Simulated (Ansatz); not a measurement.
**W in Ansatz: the effect of functional**

W:

```xyz
1
Lattice="-1.5928 1.5928 1.5928 1.5928 -1.5928 1.5928 1.5928 1.5928 -1.5928" Properties=species:S:1:pos:R:3 pbc="T T T"
W     0.0000    0.0000    0.0000
```

The cell isn't the ideal one: volume scaled by 1.02.

Alike in all runs:

* Program: Ansatz 0.2.0
* Task: single point
* Potentials or basis: Ansatz PAW
* k mesh: 12 × 12 × 12
* Occupations: fermi-dirac, width 0.05 eV
* Spin: no spin polarisation

```csv
functional,cutoff,pressure (GPa)
LDA,420 eV (not typed: the program's choice for these potentials),-14.5
r2SCAN,500 eV (not typed: the program's choice for these potentials),-4.7
PBE,420 eV (not typed: the program's choice for these potentials),?
```

Task: What does the run with functional PBE give?

Result: Pressure -0.3 GPa.

Caveats: the PAW data sets come from PBE, with cores solved anew for the run's functional, which leaves a small shift of forces and pressure (some runs).
